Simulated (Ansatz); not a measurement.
AlN: the change of pressure and energy change with displacement

All results are calculated (Ansatz 0.2.0). All atoms of one element of a crystal moved along a line, all else fixed, by plane-wave density functional theory with PAW datasets, free energies less that of the undisturbed cell, pressure positive in compression; scalar-relativistic.

The cell before atoms are moved (space group P6_3mc, No. 186):
```
CELL_PARAMETERS angstrom
3.11100 0.00000 0.00000
-1.55550 2.69420 0.00000
0.00000 0.00000 4.97800
ATOMIC_POSITIONS crystal
Al 0.33330 0.66670 0.00000
Al 0.66670 0.33330 0.50000
N 0.33330 0.66670 0.38500
N 0.66670 0.33330 0.88500
```

Settings of every row: functional PBE; dispersion none; spin none; wave cutoff 420 eV; k mesh 9x9x6; occupations gaussian; smearing width 0.05 eV; k shift 0x0x0; start as given; moved element N; direction -0.82513, -0.47639, 0.30367 Cartesian unit vector.

Limits: odd k mesh can miss points on the zone edge; reference crystal is not relaxed; semilocal functionals tend to give too small a gap.

| row | displacement (Å) | pressure (GPa) | energy change (eV a cell) | force along direction (eV/Å summed over the moved atoms) | gap on mesh (eV) |
| --- | --- | --- | --- | --- | --- |
| 1 | -0.2 | 8.732 | 0.5337 | 5.24 | 3.907 |
| 2 | -0.15 | 6.744 | 0.3022 | 4.01 | 4.034 |
| 3 | -0.1 | 5.276 | 0.1338 | 2.72 | 4.131 |
| 4 | -0.05 | 4.364 | 0.0316 | 1.35 | 4.174 |
| 5 | 0 | 4.049 | 0 | -0.11 | 4.154 |
| 6 | 0.05 | 4.38 | 0.0447 | -1.70 | 4.09 |
| 7 | 0.1 | 5.417 | 0.1729 | -3.46 | 4.003 |
| 8 | 0.15 | ? | ? | ? | ? |
| 9 | 0.175 | 8.447 | 0.5423 | -6.49 | 3.85 |
| 10 | 0.2 | 9.891 | 0.7186 | -7.63 | 3.796 |

Question: what pressure and energy change should row 8 give?

Worked fit of pressure. Take t = displacement, in Å. The shown rows have t = -0.2, -0.15, -0.1, -0.05, 0, 0.05, 0.1, 0.175, 0.2. Least squares give pressure = 4.0445 + 2.2174 × t + 131.82 × t² GPa; a straight line predicts inner rows, each left out in turn, worse (root mean square 1.9 against 0.13 GPa). The rows lie off it by -0.142, 0.066, 0.135, 0.101, 0.005, -0.105, -0.167, -0.023, 0.130 (root mean square 0.11 GPa), a smooth pattern that one more power would take up: the form is only approximate. The withheld row has t = 0.15, so the fit gives 4.0445 + 2.2174 × (0.15) + 131.82 × (0.15)² = 7.343 GPa.

The calculation gave 7.227 GPa. The fit lies 0.116 GPa (1.6 % of the value, 2 % of the column's range) above it; its largest miss of a shown row is 0.167 GPa.

Worked fit of energy change. Take t = displacement, in Å. The shown rows have t = -0.2, -0.15, -0.1, -0.05, 0, 0.05, 0.1, 0.175, 0.2. Least squares give energy change = −0.00111 + 0.37957 × t + 15.6856 × t² eV a cell; a straight line predicts inner rows, each left out in turn, worse (root mean square 0.23 against 0.016 eV a cell). The rows lie off it by -0.0167, 0.0073, 0.0160, 0.0125, 0.0011, -0.0124, -0.0208, -0.0034, 0.0164 (root mean square 0.013 eV a cell), a smooth pattern that one more power would take up: the form is only approximate. The withheld row has t = 0.15, so the fit gives −0.00111 + 0.37957 × (0.15) + 15.6856 × (0.15)² = 0.4088 eV a cell.

The calculation gave 0.3937 eV a cell. The fit lies 0.0151 eV a cell (3.8 % of the value, 2.1 % of the column's range) above it; its largest miss of a shown row is 0.0208 eV a cell.

The other values of row 8: force along direction -5.41 eV/Å summed over the moved atoms; gap on mesh 3.903 eV.
